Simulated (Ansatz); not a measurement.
## ZnS, zinc blende: band edges under a change of volume

How fast do the gaps move when the cell is scaled evenly?

Calculated with Ansatz 0.2.0, PBEsol, PAW files of the set soft_1, cutoff 600 eV, Fermi–Dirac smearing 0.02 eV, k-mesh 9×9×9, no spin polarisation, no spin-orbit coupling.

Reference cell, relaxed at zero pressure with PBEsol (F-43m): a = 3.7877 Å, b = 3.7877 Å, c = 3.7877 Å, α = 60.00°, β = 60.00°, γ = 60.00°.

```
atom       x       y       z
  Zn  0.0000  0.0000  0.0000
   S  0.7500  0.7500  0.7500
```

Levels are read on the k-mesh and along lines from Γ to X = (0.5, 0, 0.5), L = (0.5, 0.5, 0.5), K = (0.375, 0.375, 0.75) and W = (0.5, 0.25, 0.75) in the reciprocal basis of this cell (the letters only name these points), and count from the highest filled level.

| ln(V/V0) | gap (eV) | direct gap at Γ (eV) |
| --- | --- | --- |
| −0.0619 | 2.352 | 2.352 |
| −0.0408 | 2.259 | 2.259 |
| −0.0202 | 2.169 | 2.169 |
| 0.0000 | 2.082 | 2.082 |
| 0.0198 | 1.998 | 1.998 |
| 0.0583 | 1.836 | 1.836 |

**Question.** Fit the direct gap at Γ and give it at ln(V/V0) = 0.0392, a row left out above.

A straight line through the 6 rows: the means are −0.007467 for ln(V/V0) and 2.116 for the level, Σ(Δx)² = 0.009361 and ΣΔxΔy = −0.04017, so the slope is −0.04017/0.009361 = −4.2917 and the intercept 2.116 − (−4.2917)(−0.007467) = 2.084.

The slope is the volume deformation potential of this gap, −4.29 eV, as a mean over the range. The line gives 1.916 eV. The run itself gives 1.916 eV, so the estimate misses by 0.000 eV, a rounding's worth.

The gap is direct at Γ in every row. Semilocal functionals give gaps that are too small, and the error differs from valley to valley, so the order of close valleys can be wrong too.

[Logs are printed without paths, hosts, clocks, repeated set-up lines and the standing remarks that a program may print on its own settings, such as how far it seeks lower states.]
